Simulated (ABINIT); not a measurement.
Cr, 2 atoms in the cell. The structure is hexagonal, space group P6_3/mmc (No. 194). The conventional cell has a = 2.714 Å, b = 2.714 Å, c = 4.410 Å, α = 90.00°, β = 90.00°, γ = 120.00°. Cr (site symmetry -6m2) has 12 Cr at 2.71 Å as nearest neighbours. This isn't the form of Cr at room conditions, which is bcc.

- Program: ABINIT 10.8.3 (patched build)
- Task: band structure
- Functional: LDA
- Potentials or basis: JTH PAW PBE v2.0
- Cutoff: 762 eV
- k mesh: 9 × 9 × 5
- Occupations: fermi-dirac, width 0.05 eV
- Spin: collinear spin, ferromagnetic start
- Starting moments: [3.0, 3.0] μB
- Fine-grid cutoff: 1360.57 eV

Potentials or basis: JTH PAW PBE v2.0.

Command:

```console
$ abinit run.abi > log 2>&1
```

Hardware: 1 thread of Arm Neoverse V2, with other jobs on the host.

Q: How long does it take, and how much memory?

A: It took 3.8 min on 1 thread of Arm Neoverse V2, with other jobs on the host, peak memory 0.19 GiB. Counts: scf iterations 22, mpi ranks 1, k points 36, bands 20, plane waves 1362.
